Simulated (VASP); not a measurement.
## SnTe: single point with r2SCAN

**Experimental background.**

From a printed reference work, textbook, for a bulk crystal of SnTe at 300 K: band gap 0.18 eV (direct).

The system is SnTe.

```
Sn Te
1.0
     0.00000    3.14493    3.14493
     3.14493    0.00000    3.14493
     3.14493    3.14493    0.00000
Sn Te
1 1
Direct
  0.00000 0.00000 0.00000
  0.50000 0.50000 0.50000
```

The cell is a database's computed one.

```yaml
Program: VASP 6.6.1
Task: single point
Functional: r2SCAN
Potentials_or_basis: VASP PAW PBE potentials, release 64 (Sn_d, Te)
Cutoff: 520 eV
k_mesh: 12 × 12 × 12
Occupations: gaussian, width 0.1 eV
Spin: no spin polarisation
```

```json
{"Pressure": "1.8 GPa", "Band gap on the k mesh": "0.01 eV, direct"}
```

Levels at points of the mesh, in eV from the valence-band top:
```csv
k point,band 6,band 7,band 8,band 9,band 10,band 11,band 12,band 13,band 14,band 15
"(0.00, 0.00, 0.00)",-13.65,-4.81,-2.61,-2.61,-2.61,3.35,3.35,3.35,4.85,4.85
"(0.50, 0.00, 0.00)",-12.27,-8.95,-2.24,-2.24,0.00,0.01,0.16,0.16,8.13,9.03
"(0.50, 0.50, 0.00)",-11.94,-6.88,-6.13,-4.26,-4.26,2.19,5.04,5.04,6.66,9.10
```

Wall time 4.1 min on 1 thread of AMD EPYC 9R45 96-Core Processor (Zen 5), on a shared host, peak memory 0.23 GiB.

Measured gap of SnTe: 0.18 eV (direct; 300 K; a printed reference work, textbook). This calculation gives 0.01 eV (-0.17 eV). Spin-orbit coupling on Sn, Te is left out. The value is that of r2SCAN on a finite k mesh, which can miss the band edges, without temperature or zero-point motion. The cell is a database's relaxed one, not the measured one, which moves gaps too.

Caveat: the PAW data sets were made with another functional, which shifts forces and pressure a little; spin-orbit coupling is left out, which moves the levels of the heavy elements.
